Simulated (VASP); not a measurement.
# GaN: band gap with a hybrid functional, by functional

GaN, F-43m (no. 216), 2 atoms in the cell.

| Functional | Gap, path and mesh (eV) | Direct gap, path and mesh (eV) | Gap on the mesh (eV) | Direct gap at Γ (eV) | Time (s) |
|---|---|---|---|---|---|
| hybrid, GGA = PE HFSCREEN = 0.3 AEXX = 0.15 | 2.34 | 2.34 | 2.34 | 2.34 | 246 |
| hybrid, GGA = PE HFSCREEN = 0.3 AEXX = 0.25 | 2.77 | 2.77 | 2.77 | 2.77 | 280 |
| hybrid, GGA = PE HFSCREEN = 0.3 AEXX = 0.35 | 3.21 | 3.21 | 3.21 | 3.21 | 263 |
| hybrid, GGA = PE HFSCREEN = 0.3 AEXX = 0.45 | 3.67 | 3.67 | 3.67 | 3.67 | 241 |
| hybrid, GGA = PE HFSCREEN = 0.3 AEXX = 0.6 | 4.39 | 4.39 | 4.39 | 4.39 | 241 |

## Input of the first row

INCAR.step1:
```
PREC = Accurate
ENCUT = 450
EDIFF = 1E-5
ISMEAR = 0
SIGMA = 0.02
LREAL = F
LASPH = T
GGA_COMPAT = F
ALGO = Normal
NELM = 150
ISIF = 2
LWAVE = T
LCHARG = F
GGA = PE
NBANDS = 16
KPAR = 4
```

INCAR.step2, as INCAR.step1 but for:
```
- EDIFF = 1E-5
- LWAVE = T
+ EDIFF = 1E-6
+ LWAVE = F
+ ISTART = 1
+ LHFCALC = T
+ HFSCREEN = 0.3
+ AEXX = 0.15
+ PRECFOCK = Fast
```

KPOINTS:
```
k-points
0
Gamma
  6 6 6
```

KPOINTS_OPT:
```
path GXWKGLUWLK,UX
4
line-mode
reciprocal
 0.0000000000  0.0000000000  0.0000000000  G
 0.5000000000  0.0000000000  0.5000000000  X

 0.5000000000  0.0000000000  0.5000000000  X
 0.5000000000  0.2500000000  0.7500000000  W

 0.5000000000  0.2500000000  0.7500000000  W
 0.3750000000  0.3750000000  0.7500000000  K

 0.3750000000  0.3750000000  0.7500000000  K
 0.0000000000  0.0000000000  0.0000000000  G

 0.0000000000  0.0000000000  0.0000000000  G
 0.5000000000  0.5000000000  0.5000000000  L

 0.5000000000  0.5000000000  0.5000000000  L
 0.6250000000  0.2500000000  0.6250000000  U

 0.6250000000  0.2500000000  0.6250000000  U
 0.5000000000  0.2500000000  0.7500000000  W

 0.5000000000  0.2500000000  0.7500000000  W
 0.5000000000  0.5000000000  0.5000000000  L

 0.5000000000  0.5000000000  0.5000000000  L
 0.3750000000  0.3750000000  0.7500000000  K

 0.6250000000  0.2500000000  0.6250000000  U
 0.5000000000  0.0000000000  0.5000000000  X
```

POSCAR:
```
GaN
1.0
    0.0000000000      2.2535006075      2.2535006075
    2.2535006075      0.0000000000      2.2535006075
    2.2535006075      2.2535006075      0.0000000000
Ga N
1 1
Direct
    0.0000000000      0.0000000000      0.0000000000
    0.2500000000      0.2500000000      0.2500000000
```

Commands (each step's output is kept before the next begins):
```
cat potpaw_PBE.64/Ga_d/POTCAR potpaw_PBE.64/N/POTCAR > POTCAR
cp INCAR.step1 INCAR
mpirun -np 4 vasp_std > vasp.out
cp INCAR.step2 INCAR
mpirun -np 4 vasp_std > vasp.out
```

Changes of the last row against the first:
```
(step 2)
- AEXX = 0.15
+ AEXX = 0.6
```

VASP 6.6.1 took 246 s on 4 cores (Intel Xeon 6975P-C (Granite Rapids)), a shared host.
